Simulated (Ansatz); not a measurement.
## Zr: band structure with HSE03

Crystal: Zr.

```
CELL_PARAMETERS angstrom
3.23200 0.00000 0.00000
-1.61600 2.79899 0.00000
0.00000 0.00000 5.14700
ATOMIC_POSITIONS crystal
Zr 0.66667 0.33333 0.75000
Zr 0.33333 0.66667 0.25000
```

| Property | Result |
| --- | --- |
| Program | Ansatz 0.2.0 |
| Task | band structure |
| Functional | HSE03 |
| Potentials or basis | Ansatz PAW |
| Cutoff | 420 eV (not typed: the program's choice for these potentials) |
| k mesh | 5 × 5 × 3 |
| Occupations | fermi-dirac, width 0.05 eV |
| Spin | no spin polarisation |
| Path | [["G", "M", "K", "G", "A", "L", "H", "A"], ["L", "M"], ["K", "H"]] |
| Points for each segment of the path | 4 |

* Pressure: 0.5 GPa
* Band gap on the k mesh: none (metal or under the smearing width)

Stress tensor (GPa, compression positive):
```
 1.56  0.00  0.00
 0.00  1.56  0.00
 0.00  0.00 -1.48
```

Levels at the corners of the path, in eV from the Fermi level:
| point | band 10 | band 11 | band 12 | band 13 | band 14 | band 15 |
| --- | --- | --- | --- | --- | --- | --- |
| Γ | -3.33 | 1.03 | 1.21 | 1.21 | 1.45 | 2.03 |
| M | -2.82 | -2.32 | -0.45 | 0.94 | 1.06 | 1.86 |
| K | -1.62 | -1.62 | -1.30 | 0.52 | 0.52 | 2.24 |
| Γ | -3.33 | 1.03 | 1.21 | 1.21 | 1.45 | 2.03 |
| A | -4.49 | 0.19 | 0.19 | 1.14 | 1.14 | 1.14 |
| L | -3.14 | -1.07 | -1.07 | 1.66 | 1.66 | 2.72 |
| H | -1.41 | -1.40 | -1.40 | -0.16 | -0.16 | 2.52 |
| A | -4.49 | 0.19 | 0.19 | 1.14 | 1.14 | 1.14 |
| L | -3.14 | -1.07 | -1.07 | 1.66 | 1.66 | 2.72 |
| M | -2.82 | -2.32 | -0.45 | 0.94 | 1.06 | 1.86 |
| K | -1.62 | -1.62 | -1.30 | 0.52 | 0.52 | 2.24 |
| H | -1.41 | -1.40 | -1.40 | -0.16 | -0.16 | 2.52 |

It took 85 s on 2 threads of Intel(R) Xeon(R) CPU @ 2.60GHz (Ice Lake) (shared host), peak memory 0.71 GiB.

Caveat: the k mesh is coarse (spacing up to 0.45 Å⁻¹), so the values aren't converged, least of all with exact exchange; the PAW data sets come from PBE, with cores solved anew for the run's functional, which leaves a small shift of forces and pressure; the thresholds are loose for stress.
